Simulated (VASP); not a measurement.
# ZrN (Fm-3m) in VASP: notebook

One crystal, ZrN, is run at these levels: PBEsol, RPBE; tasks: relaxation of cell and atoms, single point.

Everything below comes from runs of VASP 6.6.1. Logs are shortened: lines on timing, memory, paths and dates and some standing lists are left out, and cuts for length are marked.

## 1. Starting point

It takes space group Fm-3m (No. 225, cubic). The conventional cell has a = 4.589 Å, b = 4.589 Å, c = 4.589 Å, α = 90.00°, β = 90.00°, γ = 90.00°. Zr (site symmetry m-3m) has 6 N at 2.29 Å as nearest neighbours. N (site symmetry m-3m) has 6 Zr at 2.29 Å as nearest neighbours.

The cell is a database's computed one.

## 2. Relaxation of cell and atoms, PBEsol

Contents of INCAR:

```
SYSTEM = ZrN
ALGO = Fast ; EDIFF = 1E-7
EDIFFG = -0.005 ; ENCUT = 600
GGA = PS ; IBRION = 2
ISIF = 3 ; ISMEAR = 0
LASPH = .True. ; LCHARG = .False.
LREAL = .False. ; LWAVE = .False.
NELM = 100 ; NSW = 90
PREC = Accurate ; SIGMA = 0.1
```

Contents of KPOINTS:

```
k-points
0
Gamma
  6 6 6
  0 0 0
```

Contents of POSCAR:

```
ZrN
1.0
    0.0000000000      2.2942655900      2.2942655900
    2.2942655900      0.0000000000      2.2942655900
    2.2942655900      2.2942655900      0.0000000000
Zr N
1 1
Direct
    0.5000000000      0.5000000000      0.5000000000
    0.0000000000      0.0000000000      0.0000000000
```

Potentials or basis: VASP PAW PBE potentials, release 64 (Zr_sv, N).

Launch:

```console
cat potpaw_PBE.64/Zr_sv/POTCAR potpaw_PBE.64/N/POTCAR > POTCAR
mpirun -np 1 vasp_std > vasp.out
```

OUTCAR:

```text
SYSTEM = ZrN
   EDIFF = 1E-7
   EDIFFG = -0.005
   ENCUT = 600
   GGA = PS
   IBRION = 2
   ISIF = 3
   ISMEAR = 0
   LASPH = .True.
   LREAL = .False.
   NELM = 100
   NSW = 90
   PREC = Accurate

 ion  position               nearest neighbor table
   1  0.500  0.500  0.500-   2 2.29   2 2.29   2 2.29   2 2.29   2 2.29   2 2.29
   2  0.000  0.000  0.000-   1 2.29   1 2.29   1 2.29   1 2.29   1 2.29   1 2.29

  LATTYP: Found a face centered cubic cell.
 ALAT       =     4.5885311800

  Lattice vectors:

 A1 = (   0.0000000000,   2.2942655900,   2.2942655900)
 A2 = (   2.2942655900,   0.0000000000,   2.2942655900)
 A3 = (   2.2942655900,   2.2942655900,   0.0000000000)

Analysis of symmetry for initial positions (statically):
=====================================================================
 Subroutine PRICEL returns:
 Original cell was already a primitive cell.

 Routine SETGRP: Setting up the symmetry group for a
 face centered cubic supercell.

 Subroutine GETGRP returns: Found 48 space group operations
 (whereof 48 operations were pure point group operations)
 out of a pool of 48 trial point group operations.

The static configuration has the point symmetry O_h .

Analysis of symmetry for dynamics (positions and initial velocities):
=====================================================================
 Subroutine PRICEL returns:
 Original cell was already a primitive cell.

 Routine SETGRP: Setting up the symmetry group for a
 face centered cubic supercell.

 Subroutine GETGRP returns: Found 48 space group operations
 (whereof 48 operations were pure point group operations)
 out of a pool of 48 trial point group operations.

The dynamic configuration has the point symmetry O_h .

 Subroutine INISYM returns: Found 48 space group operations
 (whereof 48 operations are pure point group operations),
 and found     1 'primitive' translations

----------------------------------------------------------------------------------------

                                     Primitive cell

  volume of cell :      24.1524

  direct lattice vectors                    reciprocal lattice vectors
     0.000000000  2.294265590  2.294265590    -0.217934664  0.217934664  0.217934664
     2.294265590  0.000000000  2.294265590     0.217934664 -0.217934664  0.217934664
     2.294265590  2.294265590  0.000000000     0.217934664  0.217934664 -0.217934664

  length of vectors
     3.244581513  3.244581513  3.244581513     0.377473910  0.377473910  0.377473910

  position of ions in fractional coordinates (direct lattice)
     0.500000000  0.500000000  0.500000000
     0.000000000  0.000000000  0.000000000

  ion indices of the primitive-cell ions
   primitive index   ion index
                 1           1
                 2           2

----------------------------------------------------------------------------------------

 KPOINTS: k-points

Automatic generation of k-mesh.
 Grid dimensions read from file:
 generate k-points for:    6    6    6

 Generating k-lattice:

  Cartesian coordinates                     Fractional coordinates (reciprocal lattice)
    -0.036322444  0.036322444  0.036322444     0.166666667  0.000000000  0.000000000
     0.036322444 -0.036322444  0.036322444     0.000000000  0.166666667  0.000000000
     0.036322444  0.036322444 -0.036322444     0.000000000  0.000000000  0.166666667

  Length of vectors
     0.062912318  0.062912318  0.062912318

  Shift w.r.t. Gamma in fractional coordinates (k-lattice)
     0.000000000  0.000000000  0.000000000

 Subroutine IBZKPT returns following result:
 ===========================================

 Found     16 irreducible k-points:

 Following reciprocal coordinates:
            Coordinates               Weight
  0.000000  0.000000  0.000000      1.000000
  0.166667  0.000000  0.000000      8.000000
  0.333333  0.000000  0.000000      8.000000
  0.500000  0.000000  0.000000      4.000000
  0.166667  0.166667  0.000000      6.000000
  0.333333  0.166667  0.000000     24.000000
[... 8 lines left out ...]
 -0.333333  0.333333  0.166667     24.000000
 -0.333333  0.500000  0.166667     12.000000
   k-points           NKPTS =     16   k-points in BZ     NKDIM =     16   number of bands    NBANDS=     12
   number of dos      NEDOS =    301   number of ions     NIONS =      2
   total plane-waves  NPLWV =  21952
   dimension x,y,z NGX =    28 NGY =   28 NGZ =   28
   dimension x,y,z NGXF=    56 NGYF=   56 NGZF=   56
   ions per type =               1   1
   NGX,Y,Z   is equivalent  to a cutoff of  14.35, 14.35, 14.35 a.u.
   NGXF,Y,Z  is equivalent  to a cutoff of  28.69, 28.69, 28.69 a.u.
 SYSTEM =  ZrN
   PREC   = accura    normal or accurate (medium, high low for compatibility)
   ISTART =      0    job   : 0-new  1-cont  2-samecut
   ICHARG =      2    charge: 1-file 2-atom 10-const
   ISPIN  =      1    spin polarized calculation?
   LNONCOLLINEAR =      F non collinear calculations
   LSORBIT =      F    spin-orbit coupling
   LASPH  =      T    aspherical Exc in radial PAW
   ENCUT  =  600.0 eV  44.10 Ry    6.64 a.u.   6.48  6.48  6.48*2*pi/ulx,y,z
   NELM   =    100;   NELMIN=  2; NELMDL= -5     # of ELM steps
   EDIFF  = 0.1E-06   stopping-criterion for ELM
   LREAL  =      F    real-space projection
   EDIFFG = -.5E-02   stopping-criterion for IOM
   NSW    =     90    number of steps for IOM
   IBRION =      2    ionic relax: 0-MD 1-quasi-New 2-CG
   NFREE  =      1    steps in history (QN), initial steepest desc. (CG)
   ISIF   =      3    stress and relaxation
   ISYM   =      2    0-nonsym 1-usesym 2-fastsym
   POTIM  = 0.5000    time-step for ionic-motion
   TEBEG  =    0.0;   TEEND  =   0.0 temperature during run
   PSTRESS=    0.0 pullay stress
   NELECT =      17.0000    total number of electrons
   NUPDOWN=      -1.0000    fix difference up-down
   EMIN   =  10.00;   EMAX   =-10.00  energy-range for DOS
   EFERMI =   0.00;   METHOD = LEGACY
   ISMEAR =     0;   SIGMA  =   0.10  broadening in eV -4-tet -1-fermi 0-gaus
   EFERMI_NEDOS =   21; number of points for ismear=-14 and -15
   IALGO  =     68    algorithm
   IMIX   =      4    mixing-type and parameters
     AMIX     =   0.40;   BMIX     =  1.00
     AMIX_MAG =   1.60;   BMIX_MAG =  1.00
  volume/ion in A,a.u.               =      12.08        81.49
  Fermi-wavevector in a.u.,A,eV,Ry     =   1.456255  2.751923 28.853587  2.120679
  Thomas-Fermi vector in A             =   2.573195
   LORBIT       =      0    0 simple, 1 ext, 2 COOP (PROOUT), +10 PAW based schemes
   GGA     = PS    functional components
   LHFCALC =     F    Hartree Fock is set to
   AEXX    =    0.0000 exact exchange contribution
   IVDW    =     0    specifies the selected vdW correction
   LEPSILON=     F    determine dielectric tensor
   LRPA    =     F    only Hartree local field effects (RPA)
 conjugate gradient relaxation of ions
 non-spin polarized calculation
 RMM-DIIS sequential band-by-band and
 Gauss-broadening in eV      SIGMA  =   0.10
  energy-cutoff  :      600.00
  volume of cell :       24.15
 maximum number of plane-waves:       821
 NGX is ok and might be reduce to    28
   NGX = 13   NGY = 13   NGZ = 13

--------------------------------------- Ionic step        1  -------------------------------------------

 number of electron      17.0000000 magnetization

 Free energy of the ion-electron system (eV)
  ---------------------------------------------------
  ext. energy  EPLUGINS =         0.00000000
  ---------------------------------------------------
  free energy    TOTEN  =       -21.57648377 eV

  energy without entropy =      -21.57416030  energy(sigma->0) =      -21.57532204

------------------------ aborting loop because EDIFF is reached ----------------------------------------

  FORCE on cell =-STRESS in cart. coord.  units (eV):
  Direction    XX          YY          ZZ          XY          YZ          ZX
  --------------------------------------------------------------------------------------
  -------------------------------------------------------------------------------------
  Total       -0.9097134     -0.9097134     -0.9097134      0.0000000     -0.0000000      0.0000000
  in kB      -60.3467812    -60.3467812    -60.3467812      0.0000000     -0.0000000      0.0000000
  external PRESSURE =     -60.3467812 kB  Pullay stress =       0.0000000 kB

 VOLUME and BASIS-vectors are now :
 -----------------------------------------------------------------------------
  energy-cutoff  :      600.00
  volume of cell :       24.15
      direct lattice vectors                 reciprocal lattice vectors
     0.000000000  2.294265590  2.294265590    -0.217934664  0.217934664  0.217934664
     2.294265590  0.000000000  2.294265590     0.217934664 -0.217934664  0.217934664
     2.294265590  2.294265590  0.000000000     0.217934664  0.217934664 -0.217934664
[... 73 lines left out ...]
 POSITION                                       TOTAL-FORCE (eV/Angst)
 -----------------------------------------------------------------------------------
      2.27657      2.27657      2.27657         0.000000      0.000000      0.000000
      0.00000      0.00000      0.00000        -0.000000     -0.000000     -0.000000
 -----------------------------------------------------------------------------------
    total drift:                                0.000000      0.000000      0.000000

  FREE ENERGIE OF THE ION-ELECTRON SYSTEM (eV)
  ---------------------------------------------------
  free  energy   TOTEN  =       -21.5872962904 eV

  energy  without entropy=      -21.5850027405  energy(sigma->0) =      -21.58614952

--------------------------------------- Ionic step        4  -------------------------------------------

 number of electron      17.0000000 magnetization

 Free energy of the ion-electron system (eV)
  ---------------------------------------------------
  ext. energy  EPLUGINS =         0.00000000
  ---------------------------------------------------
  free energy    TOTEN  =       -21.58729731 eV

  energy without entropy =      -21.58500335  energy(sigma->0) =      -21.58615033

 E-fermi :  12.2689     XC(G=0): -12.7921

 val. band max:       12.2296432281   @ k =   0.1667   0.0000   0.0000
 cond. band min:      12.4144206760   @ k =   0.1667   0.0000   0.0000
 fundamental gap:      0.1847774479
 Fermi energy:        12.2688668782

 k-point     1 :       0.0000    0.0000    0.0000
  band No.  band energies     occupation
      1     -37.3168      2.00000
      2     -14.9416      2.00000
      3     -14.9416      2.00000
      4     -14.9416      2.00000
      5      -4.1844      2.00000
      6       9.4526      2.00000
      7       9.4526      2.00000
      8       9.4526      2.00000
      9      11.6589      2.00000
     10      11.6589      2.00000
     11      11.6589      2.00000
     12      15.1651      0.00000

 k-point     2 :       0.1667    0.0000    0.0000
  band No.  band energies     occupation
      1     -37.2779      2.00000
      2     -15.2901      2.00000
      3     -14.9674      2.00000
      4     -14.9674      2.00000
      5      -3.6233      2.00000
      6       7.6574      2.00000
      7       8.2258      2.00000
      8       8.2258      2.00000
      9      12.2296      1.42090
     10      12.4144      0.03955
     11      12.4144      0.03955
     12      16.5362      0.00000
[... 230 lines left out ...]
 POSITION                                       TOTAL-FORCE (eV/Angst)
 -----------------------------------------------------------------------------------
      2.27622      2.27622      2.27622        -0.000000     -0.000000      0.000000
      4.55244      4.55244      4.55244         0.000000      0.000000     -0.000000
 -----------------------------------------------------------------------------------
    total drift:                                0.000000      0.000000      0.000000

  FREE ENERGIE OF THE ION-ELECTRON SYSTEM (eV)
  ---------------------------------------------------
  free  energy   TOTEN  =       -21.5872973073 eV

  energy  without entropy=      -21.5850033463  energy(sigma->0) =      -21.58615033

 reached required accuracy - stopping structural energy minimisation
```

It took 26 s on 1 thread of Intel Xeon 6975P-C (Granite Rapids), shared host; peak memory 0.16 GiB.

What came out:

* Free energy: -21.5873 eV
* Relaxed volume: 11.79 Å³/atom
* Relaxed cell: a = 3.219 Å, b = 3.219 Å, c = 3.219 Å, α = 60.00°, β = 60.00°, γ = 60.00°
* Space group after relaxing (to 0.05 Å): Fm-3m (No. 225)
* Energy gained by relaxing: 5.4 meV/atom
* Ionic steps: 4
* Pressure after relaxing: 0.0 GPa
* Band gap on the k mesh: none (metal or under the smearing width)

The path:
```csv
step,energy change (eV),largest force (eV/Å),pressure (GPa),volume (Å³)
1,0.0000,0.0000,-6.03,24.15
2,0.0272,0.0000,12.76,22.60
3,-0.0108,0.0000,-0.08,23.60
4,-0.0108,0.0000,0.05,23.59
```

Final structure:
```yaml
crystal:
  lattice:
    - [0.00000, 2.27622, 2.27622]
    - [2.27622, 0.00000, 2.27622]
    - [2.27622, 2.27622, 0.00000]
  atoms:
    - { symbol: Zr, position: [0.50000, 0.50000, 0.50000] }
    - { symbol: N, position: [0.00000, 0.00000, 0.00000] }
```

Caveat: the k mesh is coarse (spacing up to 0.40 Å⁻¹), so the values aren't converged; the PAW data sets were made with another functional, which shifts forces and pressure a little.

(Part 1 of 3 ends here.)
